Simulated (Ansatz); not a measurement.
Yb (hcp): energy against volume

The calculation used DFT, revPBE, plane waves (420 eV) with PAW, scalar-relativistic in Ansatz. (PAW data from PBE, frozen cores regenerated.)

The cell is scaled uniformly from the relaxed one, with fractional coordinates and shape fixed. Energies are extrapolated to zero smearing, pressures are those at the given smearing. Magnetic state: spin not included.

A Birch-Murnaghan fit gives V₀ = 37.79 Å³/atom, B₀ = 15.7 GPa, B₀′ = 3.6.

(1) What are the energy above the minimum and the pressure at 33.439 Å³/atom?

(2) What are the energy above the minimum and the pressure at 36.479 Å³/atom?

(3) What are the energy above the minimum and the pressure at 41.039 Å³/atom?

Results:

(1) 29.7 meV/atom and 2.49 GPa as computed.

(2) 2.4 meV/atom and 0.66 GPa as computed.

(3) 12.1 meV/atom and -1.11 GPa as computed.
